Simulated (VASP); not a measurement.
Wanted: the native input for a VASP 6.6.1 run.

```
Task                   : relaxation of cell and atoms
Functional             : LDA
Potentials or basis    : VASP PAW LDA potentials, release 64 (Ta_pv, N)
Cutoff                 : 600 eV
k mesh                 : 8 × 8 × 6
Occupations            : fermi-dirac, width 0.05 eV
Spin                   : no spin polarisation
Ladder                 : gaps
Further INCAR settings : ALGO = Fast; EDIFF = 1e-06; IBRION = 2; EDIFFG = -0.01; NSW = 60; ISIF = 3
```

The structure of Ta2N lies in POSCAR:

```
Ta2N
1.0
    3.1128615060      0.0000000000      0.0000000000
   -1.5564307530      2.6958171426      0.0000000000
    0.0000000000      0.0000000000      4.8698410000
Ta N
2 1
Direct
    0.3333333333      0.6666666667      0.2547110000
    0.6666666667      0.3333333333      0.7452890000
    0.0000000000      0.0000000000      0.0000000000
```

The cell comes from a database or a generator and needn't be the stable form of this composition.

One way to write it, as run:

INCAR

```
  ALGO = Fast
  EDIFF = 1E-6
  EDIFFG = -0.01
  ENCUT = 600
  IBRION = 2
  ISIF = 3
  ISMEAR = -1
  LASPH = T
  LCHARG = F
  LREAL = F
  LWAVE = F
  NELM = 80
  NSW = 60
  PREC = Accurate
  SIGMA = 0.05
```

KPOINTS

```
k-points
0
Gamma
  8 8 6
```

Potentials or basis: VASP PAW LDA potentials, release 64 (Ta_pv, N).

The run is started by

```bash
$ cat potpaw_LDA.64/Ta_pv/POTCAR potpaw_LDA.64/N/POTCAR > POTCAR
$ mpirun -np 1 vasp_std > vasp.out
```

It gave:

```
Relaxed volume                         : 13.05 Å³/atom
Relaxed cell                           : a = 3.079 Å, b = 3.079 Å, c = 4.769 Å, α = 90.00°, β = 90.00°, γ = 120.00°
Space group after relaxing (to 0.05 Å) : P-3m1 (No. 164)
Energy gained by relaxing              : 28.0 meV/atom
Ionic steps                            : 11
Pressure after relaxing                : 0.0 GPa
Largest force after relaxing           : 0.003 eV/Å
Band gap on the k mesh                 : none (metal or under the smearing width)
```

It took 4.9 min on 1 thread of Intel(R) Xeon(R) Platinum 8259CL CPU @ 2.50GHz (Skylake/Cascade Lake), with other jobs on the host, peak memory 0.19 GiB.
